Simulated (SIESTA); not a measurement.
## TiCo under changes of volume

One of the cells (13.313 Å³/atom); the others are scaled copies at fixed shape and fractional positions:

```
Co Ti
1.0
     2.98611    0.00000    0.00000
     0.00000    2.98611    0.00000
     0.00000    0.00000    2.98611
Co Ti
1 1
Direct
  0.50000 0.50000 0.50000
  0.00000 0.00000 0.00000
```

The cell comes from a database or a generator and needn't be the stable form of this composition.

* Program: SIESTA 5.4.2
* Functional: LDA
* Potentials or basis: PseudoDojo 0.4 standard (LDA files)
* Basis: DZP (energy shift 0.003 Ry; two zetas on semicore shells)
* Grid cutoff: 800 Ry
* Energy shift: 0.003 Ry
* k mesh: 7 × 7 × 7
* Occupations: fermi-dirac, width 0.05 eV
* Spin: collinear spin, ferromagnetic start
* Starting moments: [2.0, 1.0] μB

```tsv
volume (Å³/atom)	energy over the lowest point (meV/atom)	pressure (GPa)	moment (μB per cell)
12.515	0.00	-4.9	0.59
12.781	11.45	-8.8	0.61
13.047	28.98	-12.2	0.64
13.313	51.94	-15.3	0.66
13.580	79.77	-18.1	0.69
13.846	111.77	-20.3	0.71
14.112	?	?	?
```

Problem. What does the run at 14.112 Å³/atom give?

Solution. Energy over the lowest point 147.50 meV/atom; pressure -22.6 GPa; moment 0.73 μB per cell.

Worked out: A Birch-Murnaghan fit of order 3 (a polynomial in V^(-2/3)) to the other rows has its minimum at 12.22 Å³/atom, just outside them, with B0 = V·E''(V) = 217 GPa and B' = 4.5. It gives 147.52 meV/atom at 14.112 Å³/atom, against the run's 147.50, and -dE/dV = -22.6 GPa, against -22.6. A straight line through the other rows of the moment, of slope 0.0923 μB per Å³/atom, extrapolates to 0.74 μB, against the run's 0.73.

Energies are extrapolated to zero smearing.

Caveats: short orbitals over semicore shells can move pressures by several GPa; the basis of atomic orbitals isn't converged, which shifts pressures, moduli and gaps.
